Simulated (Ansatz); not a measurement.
# GaAs (Fm-3m) in Ansatz: a series of runs, part 2 of 2

Ansatz 0.2.0. The steps go on from the part before.

## (3) Relaxation of cell and atoms, HF

Input file input:

```
crystal:
  lattice:
    - [0.0, 2.69589, 2.69589]
    - [2.69589, 0.0, 2.69589]
    - [2.69589, 2.69589, 0.0]
  atoms:
    - { symbol: Ga, position: [0.0, 0.0, 0.0] }
    - { symbol: As, position: [0.5, 0.5, 0.5] }
hamiltonian:
  xc: hf
  pseudopotentials: { kind: paw }
kpoints:
  mp_grid: { grid: [5, 5, 5] }
scf:
  occupations: { method: fermi_dirac, width: 0.05 }
output:
  forces: true
  stress: true
  eigenvalues: true
relax:
  f_tol: 0.01
  max_steps: 40
  cell: { stress_tol: 0.05 }
```

Potentials or basis: Ansatz PAW.

The log of the run:

```text
GPUs: using 1 of 1 available (devices: 1).
Engine: ansatz 0.2.0, x86_64-unknown-linux-gnu
Pseudopotentials: kind: paw
Pseudopotential: Ga, paw, valence charge 13, recommended cutoff 420 eV (normal), Ga.paw.azcp
Pseudopotential: As, paw, valence charge 15, recommended cutoff 420 eV (normal), As.paw.azcp
Functional definition: HF
  exchange = exact_x
  correlation = 0
device memory: the entry about to start is reckoned to put 0.5 GiB on a device that reports 45.1 GiB free (of which the cap on the GPU budget leaves the run 18.0 GiB)
GPU FFT provider: cuFFT
GPU libraries: cuBLAS 13.8.2, cuFFT 12.4.0, cuSOLVER 12.3.4
Crystal: 2 atoms, lattice volume = 39.187 Å³
Basis set: ecut = 420 eV, 749 PW (Γ)
Bands: 18, of which v1, the nominal top of the filled ones, is band 14 counted from 1 (13 counted from 0)
Symmetry: 48 space group operations
Space group: Fm-3m (ITA 225), of the structure as read, at distance tolerance 3.4e-5 Å
k-points: 10 of 125
Non-local potential: Ga, projectors of the file, l = 0: 2, l = 1: 2, l = 2: 3, l = 3: 1
Non-local potential: As, projectors of the file, l = 0: 2, l = 1: 2, l = 2: 3, l = 3: 1
PAW form: soft (Blöchl's): semilocal exchange-correlation on the pseudo side does not see the compensation charge
PAW frozen core: Ga, regenerated for the run's functional, and the local potential with it (the file was generated under x = pbe(κ = 0.804, μ = 0.2195149727645171), c = pbe(β = 0.06672455060314922))
PAW frozen core: As, regenerated for the run's functional, and the local potential with it (the file was generated under x = pbe(κ = 0.804, μ = 0.2195149727645171), c = pbe(β = 0.06672455060314922))
PAW one-centre angular grid: Ga, 590 points (default); XC on 64 Gauss nodes
PAW one-centre angular grid: As, 590 points (default); XC on 64 Gauss nodes
Initial density: superposition of atomic densities (neutral atoms: chi_scale 0, normalization atom), corrected by the library's trained network
Initial wavefunctions: pseudopotential atomic-orbital guess
GPU buffer pool allocated for 19683 grid points (all kernels)
GPU transforms: local potential and band sums: pruned to the plane-wave sphere, on 25×25×25
Functional: x = pbe(κ = 0.804, μ = 0.2195149727645171), c = none, warm-up for x = 0 pbe(κ = 0.804, μ = 0.2195149727645171) + 1 exact, c = none
SCF iter   1: F=—  HF=-8553.914434 eV  |F-HF|=—  |Δ(HF+E_count)|=         —  Δρ=8.79e-3  dr2=1.59e-2  ethr=1.77e-3  ⟨swp⟩=6.6  Hψ=773  notcnv=0
preconditioner: auto → none  [insulator: Δε(μ)=0.177 eV  Ē_g=15.311 eV  σ=0.050 eV  W_gap=0.55  n_scr=14 (ndim 8)  ℏωp=25.2 eV  f_vac=0.000  D(μ)=2.37/eV (n_scr^D=26)]
SCF iter   2: F=—  HF=-8553.903256 eV  |F-HF|=—  |Δ(HF+E_count)|=   1.12e-2  Δρ=2.66e-3  dr2=3.41e-3  ethr=5.66e-5  ⟨swp⟩=4.2  Hψ=544  notcnv=0
SCF iter   3: F=—  HF=-8553.902531 eV  |F-HF|=—  |Δ(HF+E_count)|=   7.25e-4  Δρ=1.70e-3  dr2=9.28e-4  ethr=1.22e-5  ⟨swp⟩=3.2  Hψ=382  notcnv=0
iter 4 solved again at ethr=5.55e-8 eV; its pass at ethr=3.31e-6 eV (dr2=1.55e-5 eV) is discarded
[... 385 lines left out ...]
Stability not checked: this state was not tested for a lower state beside it, because the functional holds exact exchange (a hybrid, or Hartree-Fock), whose exchange loop this test does not read (fock_operator; see scf.lower_state_search)
Free energy (F): -8560.550205 eV
Frozen-core exchange: fock
Harris-Foulkes:  -8560.550205 eV  (|F-HF|=1.82e-12)
Internal energy: -8560.541735 eV  (E = F + TS)
E sigma→0 (E₀):  -8560.545970 eV
Entropy (-TS):   -0.008470 eV (-4.235 meV/atom)
Fermi energy:    9.926568 eV
--- Per-component energies (eV) ---
  E_band       = -573.983676
  E_kinetic    = 211.655797
  E_local      = -3434.855145  (includes V_loc(G=0)·N_el)
  E_nonlocal   = -254.197917
  E_hartree    = 1774.968457
  E_xc         = 0.000000
  E_vxc        = 0.000000  (∫ρ·V_xc dr)
  E_exx        = -484.638146  (= α·E_x^exact, valence–valence)
  E_paw        = -3411.637256  (= ΣΔE_a)
  E_vpaw       = 322.753122  (= ΣTr[D̂ρ^β])
  E_aug_tail   = -0.000124  (compensation charges beyond the density's cutoff)
  E_ewald      = -2959.230917
  E_core_change = -2.606483  (= ΣΔE_core)
  E_smearing   = -0.008470  (= −TS)
  E_closure    = -0.000002  (closes the sum)
  Σ components = -8560.550205   (vs F -8560.550205, Δ=1.82e-12)
--- Forces (eV/Å), atoms counted from 1 ---
  atom   1  Ga     0.00000000     0.00000000    -0.00000000
  atom   2  As    -0.00000000    -0.00000000    -0.00000000
  max |Σ_I F_I| component: 1.29e-25 eV/Å
--- Stress (GPa, compression-positive) ---
       -0.033210      -0.000000      -0.000000
       -0.000000      -0.033210      -0.000000
        0.000000      -0.000000      -0.033210
  P = ⅓ Tr σ = -0.0332 GPa (-0.332 kbar)
--- Band table (eV; the first three rows and the last of 10) ---
  k-point 0: bands = ["-40.7729", "-40.7729", "-40.7618", "-40.7618", "-40.7618", "-17.9185", "-17.9185", "-17.8576", "-17.8576", "-17.8576", "-9.9596", "8.6638", "8.6638", "8.6638", "13.9804", "21.9403", "21.9403", "21.9403"]
  k-point 1: bands = ["-40.7728", "-40.7728", "-40.7616", "-40.7615", "-40.7615", "-17.9258", "-17.9258", "-17.8579", "-17.8527", "-17.8527", "-9.2073", "3.8540", "8.9818", "8.9818", "16.6761", "20.0902", "20.0902", "21.0532"]
  k-point 2: bands = ["-40.7732", "-40.7732", "-40.7609", "-40.7606", "-40.7606", "-17.9388", "-17.9388", "-17.8582", "-17.8429", "-17.8429", "-7.2765", "-1.1179", "9.9010", "9.9010", "17.0145", "17.2703", "17.2703", "19.7497"]
  k-point 9: bands = ["-40.7735", "-40.7724", "-40.7613", "-40.7605", "-40.7600", "-17.9696", "-17.9262", "-17.8567", "-17.8455", "-17.8344", "-5.8608", "0.3486", "3.4140", "4.3802", "14.7940", "18.9952", "21.2865", "24.8005"]
--- Relaxed structure (3 steps of the walk, 3 accepted, 1 SCFs on fresh bases) ---
  F+E_penalty+E_count = -8560.55020451 eV   max|allowed force component| = 5.601e-26 eV/Å   (the final SCF, on the basis selected at the relaxed cell)
  cell:  # Å, volume = 40.0055 Å³
    - [-3.3119918213821335e-34, 2.7145416458497755, 2.7145416458497755]
    - [2.7145416458497755, 2.6449733273577052e-34, 2.7145416458497755]
    - [2.7145416458497755, 2.7145416458497755, 3.154510530647264e-34]
  atoms:
    - { symbol: Ga, position: [-1.071592281798457e-33, 1.1906580908872851e-33, 7.143948545318861e-34] }
    - { symbol: As, position: [0.5, 0.5, 0.5] }
```

It took 48 s on 1 × NVIDIA H100 80GB HBM3 with 2 threads of AMD EPYC 7R13 (Zen 3), shared host; peak memory 2 GiB.

Results:

| Item | Value |
| --- | --- |
| Free energy | -8560.5502 eV |
| Relaxed volume | 20.00 Å³/atom |
| Relaxed cell | a = 3.839 Å, b = 3.839 Å, c = 3.839 Å, α = 60.00°, β = 60.00°, γ = 60.00° |
| Space group after relaxing (to 0.05 Å) | Fm-3m (No. 225) |
| Energy gained by relaxing | 2.2 meV/atom |
| Ionic steps | 4 |
| Pressure after relaxing | 0.0 GPa |
| Band gap on the k mesh | none (metal or under the smearing width) |

Step by step:
```csv
step,energy change (eV),largest force (eV/Å),volume (Å³)
1,0.0000,0.0000,39.19
2,-0.0015,0.0000,40.37
3,-0.0030,0.0000,40.01
4,-0.0044,0.0000,40.01
```

Final structure:
```
Ga As
1.0
     0.00000    2.71454    2.71454
     2.71454    0.00000    2.71454
     2.71454    2.71454    0.00000
Ga As
1 1
Direct
  0.00000 0.00000 0.00000
  0.50000 0.50000 0.50000
```

Caveat: the k mesh is coarse (spacing up to 0.40 Å⁻¹), so the values aren't converged, least of all with exact exchange; the plane-wave basis is chosen anew once the cell has moved, so the energies of steps on either side of that aren't comparable; the PAW data sets come from PBE, with cores solved anew for the run's functional, which leaves a small shift of forces and pressure.
